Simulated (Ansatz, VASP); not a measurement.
Two plane-wave programs on Ca

File INCAR:

```
SYSTEM = Ca
PREC = Accurate
ENCUT = 520
EDIFF = 1E-6
ISMEAR = 0
SIGMA = 0.15
LREAL = .FALSE.
LASPH = .TRUE.
NELM = 100
ALGO = Fast
ISIF = 2
LWAVE = .FALSE.
LCHARG = .FALSE.
GGA = PS
NBANDS = 11
```

Contents of KPOINTS:

```
regular mesh
0
G
  16 16 16
  0 0 0
```

Contents of POSCAR:

```
Ca
1.0
   -2.1504000000      2.1504000000      2.4192000000
    2.1504000000     -2.1504000000      2.4192000000
    2.1504000000      2.1504000000     -2.4192000000
Ca
1
Direct
    0.0000000000      0.0000000000      0.0000000000
```

Input for Ansatz:

```yaml
crystal:
  lattice:
    - [-2.1504, 2.1504, 2.4192]
    - [2.1504, -2.1504, 2.4192]
    - [2.1504, 2.1504, -2.4192]
  atoms:
    - { symbol: Ca, position: [0.0, 0.0, 0.0] }
basis:
  ecutwfc: 420
kpoints:
  mp_grid: { grid: [16, 16, 16] }
hamiltonian:
  xc: pbesol
scf:
  occupations: { method: gaussian, width: 0.15 }
output:
  forces: true
  stress: true
  eigenvalues: true
```

Change from the starting cell: strain -0.040 along x and y, +0.080 along z, atoms carried along.

Alike in both runs: task single point; functional PBEsol; k mesh 16 × 16 × 16; occupations gaussian, width 0.15 eV; no spin polarisation.

|  | VASP | Ansatz |
| --- | --- | --- |
| version | VASP 6.6.1 | Ansatz 0.2.0 |
| potentials or method | VASP PAW PBE potentials, release 64 (Ca_sv) | scalar-relativistic, plane waves, PAW |
| plane-wave cutoff (eV) | 520 | 420 |
| valence electrons in the cell | 10 | 10 |

Ansatz gave:

| Quantity | Value |
| --- | --- |
| gap on the k mesh at the Fermi level (eV) | none |
| pressure (GPa) | -1.5 |
| largest component of the traceless stress (GPa) | 0.17 |

**Question.** What did VASP give for the same quantities?

**Answer.** gap on the k mesh at the Fermi level (eV): none; pressure (GPa): -1.5; largest component of the traceless stress (GPa): 0.18.

A gap of «none» marks a metal or a gap that the smearing closes. The functional is the same, so the differences come from potentials, cutoffs and numerics.

Caveats: the PAW data sets were made with another functional, which shifts forces and pressure a little (VASP).
